The r2SCAN row looks wrong. Its volume per atom is about 1% above that of PBE, yet its bulk modulus is 3% higher, although a roomier crystal is normally a softer one. Its ratio c/a of the two hexagonal cell edges, 0.605, is also well below the 0.626 of PBE. The closely related m-r2SCAN behaves in the same way, so this is no slip in a single run.

Scandium in the omega (AlB2-type) structure, relaxed with Ansatz 0.2.0 using DFT with plane waves, scalar-relativistic PAW and Fermi-Dirac smearing. Volume, bulk modulus and its pressure derivative come from a third-order Birch-Murnaghan fit to energies extrapolated to zero smearing. Site moments are those within atomic spheres.

| functional | wave cutoff | smearing width | k mesh | starting moments | volume per atom (Å³) | bulk modulus (GPa) | bulk modulus pressure derivative | largest site moment (μB) | magnetic order | c over a |
| --- | --- | --- | --- | --- | --- | --- | --- | --- | --- | --- |
| LDA | 420 eV | 0.1 eV | 8×8×11 | none | 22.29 | 59.9 | 3.17 | 0.00 | no spin polarisation | 0.63100 |
| PBEsol | 420 eV | 0.1 eV | 8×8×11 | none | 23.45 | 55.9 | 3.23 | 0.00 | no spin polarisation | 0.62800 |
| PBE | 420 eV | 0.1 eV | 8×8×11 | none | 24.47 | 53.1 | 3.30 | 0.00 | no spin polarisation | 0.62600 |
| revPBE | 420 eV | 0.1 eV | 8×8×11 | none | 25.19 | 50.5 | 3.32 | 0.00 | no spin polarisation | 0.62500 |
| RPBE | 420 eV | 0.1 eV | 8×8×11 | none | 25.45 | 49.7 | 3.33 | 0.00 | no spin polarisation | 0.62400 |
| BLYP | 420 eV | 0.1 eV | 8×8×11 | none | 24.79 | 51.0 | 3.45 | 0.00 | no spin polarisation | 0.62800 |
| r2SCAN | 500 eV | 0.05 eV | 8×8×11 | Sc +0.45 Sc +0.27 Sc +0.27 μB | 24.76 | 54.8 | 2.97 | 0.46 | ferromagnetic | 0.60500 |
| m-r2SCAN | 500 eV | 0.05 eV | 9×9×13 | Sc +0.35 Sc +0.23 Sc +0.23 μB | 24.72 | 54.6 | 2.89 | 0.35 | ferromagnetic | 0.60800 |

The other six functionals obey a simple order: the larger the volume, the lower the bulk modulus. From LDA to RPBE the volume grows from 22.29 to 25.45 Å³, while the bulk modulus falls from 59.9 to 49.7 GPa. These six runs all describe a crystal without spin polarisation. Their zero moments were imposed, so they don't show that these functionals would reject magnetism.

The order follows from how the functionals treat uneven electron density. LDA takes the exchange and correlation energy at each point from the density there, as if the electrons were spread evenly. A gradient-corrected functional (GGA) adds an energy gain from exchange where the density changes steeply compared with its own size. Where the densities of neighbouring atoms overlap, they partly level each other out. When the atoms move apart, this levelling weakens and the gain grows. The correction therefore favours expansion and acts on the LDA crystal like an outward pressure.

PBEsol offers a check on this argument. Its gradient coefficient for exchange is roughly half that of PBE, and it makes 53% of the volume step from LDA to PBE. The two functionals also differ in correlation, so the agreement supports the picture but doesn't isolate exchange. revPBE and RPBE reward steep gradients more strongly than PBE does, and they expand the crystal further.

The outward push also explains why the metal softens, and roughly by how much. Let $B_0$ and $B_0'$ be the bulk modulus of LDA and its pressure derivative, $V_0$ the LDA volume and $V$ the volume with the new functional. The Murnaghan equation of state gives the push $p$ that would hold the LDA crystal at $V$. If the push varies as $V^{-m}$, it adds $mp$ to the bulk modulus $B$, because it resists compression more strongly as the crystal shrinks:

$$p=\frac{B_0}{B_0'}\left[1-\left(\frac{V_0}{V}\right)^{B_0'}\right],\qquad B=B_0-(B_0'-m)\,p .$$

A trial value for $m$ comes from letting the energy behind the push fall as one over the distance between atoms, which gives $m=4/3$. This power is an assumption and not a derivation. Exchange energy does vary as one over length when a whole density is stretched, but its gradient gain would then shrink on expansion and pull inwards. In a real crystal the atoms roughly keep their size and overlap less, which gives the push its outward sign.

For PBE, the volume ratio gives $(22.29/24.47)^{3.17}=0.744$. The push is then $p=(59.9/3.17)\times(1-0.744)\approx4.8$ GPa, and the estimate is $B\approx59.9-(3.17-1.33)\times4.8\approx51$ GPa. The full calculation gives 53.1 GPa, so the estimate is 4% low. It used the volume from the PBE row but not the bulk modulus, and no constant was adjusted.

The output below applies the same formula to every row. For the five GGAs it comes out 1 to 2 GPa low, whereas a constant push would miss by up to 10 GPa. The computed pressures of PBE, set against the LDA curve at equal volume, show a push that grows with compression somewhat faster than assumed, with $m$ very roughly 1.8. Each gigapascal of push then costs about $3.2-1.8=1.4$ GPa of stiffness. A functional with a stronger gradient correction should thus give a larger and softer crystal, but a less soft one than stretching alone would suggest.

Against this rule r2SCAN stands out clearly. At its volume the formula gives about 50 GPa, while the calculation gives 54.8 GPa, a miss more than twice that of any GGA. The near agreement with PBE in volume also hides a change of shape: the edge a is 1.5% longer and the edge c 1.9% shorter.

The r2SCAN crystal is in a different state, a ferromagnet with about 0.6 μB per atom. The largest site moment in the table is smaller because it counts only the spin inside one atomic sphere. The total moment grows by 27% between 0.88 and 1.08 times the equilibrium volume, so the bulk modulus includes the response of the magnetism. A moment that is free to adjust can only soften the crystal compared with one held fixed. This response therefore doesn't account for the extra stiffness, though the magnetic state as a whole still may. Ordinary scandium is paramagnetic, and r2SCAN is known to exaggerate magnetism in several transition metals. Whether the magnetism or the functional itself causes the odd shape and stiffness isn't settled here, but one run outside the table links the shape to magnetism. An m-r2SCAN crystal at 1.08 times the equilibrium volume, run on the coarser 8×8×11 mesh, lost its moment. Its stress was −4.5 GPa in the plane but −2.2 GPa along c, while its magnetic neighbours were under nearly even stress. Without its moment the crystal thus pulls towards a higher c/a. This is only a hint: the program warned that it had seen a lower free energy for that run, and the stress doesn't explain the stiffness. The cutoff and smearing also differ from those of the GGA runs. The program warns besides that the stability of the two meta-GGA solutions wasn't checked, so a state of lower energy can't be ruled out.

For a choice of method, the steps have to be set against the accuracy required. LDA gives a volume 9% below PBE and a bulk modulus 13% above it, too far off for most design work if PBE is near the truth. Ordinary hcp scandium has roughly 25 Å³ per atom, which supports PBE over LDA. The structures differ, however, and the calculations leave out zero-point motion, so that rough figure can't rank PBE, revPBE and RPBE. The omega crystal was also held in its symmetry. It may be dynamically unstable, which none of these runs would reveal.

PBE is the sensible default for this structure, and here it is also the functional for which the atomic datasets were made. All the other functionals borrow these datasets, which adds an error that is untested here. If a bulk modulus within about 10% is enough, changing to revPBE, RPBE or BLYP matters little. If the volume must be right to 1%, the choice matters a great deal, since RPBE lies 4% above PBE. BLYP is hard to recommend: its correlation misses the limit of a uniform electron gas, a known weakness for metals.

Smearing fits the same picture of a push. In PBE the smearing has the net effect of an outward pressure of 0.17 GPa, which would enlarge the volume by $0.17/53.1\approx0.3\%$. Extrapolating the energies to zero smearing, as was done for the table, removes most of this at no extra cost. The effect is far smaller than the step between most functionals, but it counts when volumes are compared to a few tenths of a per cent.

LDA and the GGAs cost about the same. The r2SCAN run needs about 2.6 times the work of PBE from its larger basis and second spin channel alone, before the extra work of the functional itself. The denser k mesh of m-r2SCAN adds up to another factor of 1.5. That expense buys no clear gain here. One further calculation would help to trace the odd shape: r2SCAN relaxed with spin switched off. If c/a then returns to about 0.626, the magnetism is to blame for the odd shape; if it stays near 0.605, the cause is the functional or, less likely, the changed cutoff and smearing.

Numerical output:

```
Change from PBE in percent:
       row  volume  bulk modulus  edge a  edge c
       LDA  -8.909         12.81  -3.319  -2.547
    PBEsol  -4.168         5.273  -1.514  -1.199
       PBE       0             0       0       0
    revPBE   2.942        -4.896   1.025  0.8638
      RPBE   4.005        -6.403   1.426   1.102
      BLYP   1.308        -3.955  0.3273  0.6478
    r2SCAN   1.185         3.202   1.542  -1.864
  m-r2SCAN   1.022         2.825    1.32  -1.593
PBEsol share of the volume step from LDA to PBE (%): 53.21
PBEsol gradient coefficient of exchange as share of that of PBE, rough (%): 54.55
LDA crystal pushed to each volume (GPa):
       row  outward push needed  bulk modulus with constant push  bulk modulus with scaled push  computed  scaled less computed
       LDA                    0                             59.9                           59.9      59.9                     0
    PBEsol                2.807                               51                          54.74      55.9                -1.156
       PBE                4.838                            44.56                          51.01      53.1                -2.087
    revPBE                6.073                            40.65                          48.75      50.5                -1.754
      RPBE                6.484                            39.35                          47.99      49.7                -1.709
      BLYP                5.406                            42.76                          49.97        51                -1.028
    r2SCAN                5.354                            42.93                          50.07      54.8                -4.733
  m-r2SCAN                5.284                            43.15                          50.19      54.6                -4.405
Largest miss of the constant push among the five GGAs (GPa): 10.35
Largest miss of the scaled push among the five GGAs (GPa): 2.087
PBE pressure less LDA pressure at 0.88 of the PBE volume (GPa): 6.071
PBE pressure less LDA pressure at 0.96 of the PBE volume (GPa): 5.185
Power of inverse volume with which this push grows: 1.812
Outward pressure from smearing in PBE (GPa): 0.1739
Volume error in PBE if smearing were not extrapolated away (%): 0.3275
r2SCAN total moment per atom (Bohr magnetons): 0.6062
m-r2SCAN total moment per atom (Bohr magnetons): 0.4929
r2SCAN growth of total moment from 0.88 to 1.08 of the volume (%): 27.38
r2SCAN share of total moment inside the atomic spheres at 0.96 of the volume (%): 56.12
Plane waves times spin channels, r2SCAN against PBE (ratio): 2.598
Full k mesh, m-r2SCAN against r2SCAN (ratio): 1.496
LDA volume against rough hcp value (%): -10.84
PBEsol volume against rough hcp value (%): -6.2
PBE volume against rough hcp value (%): -2.12
```
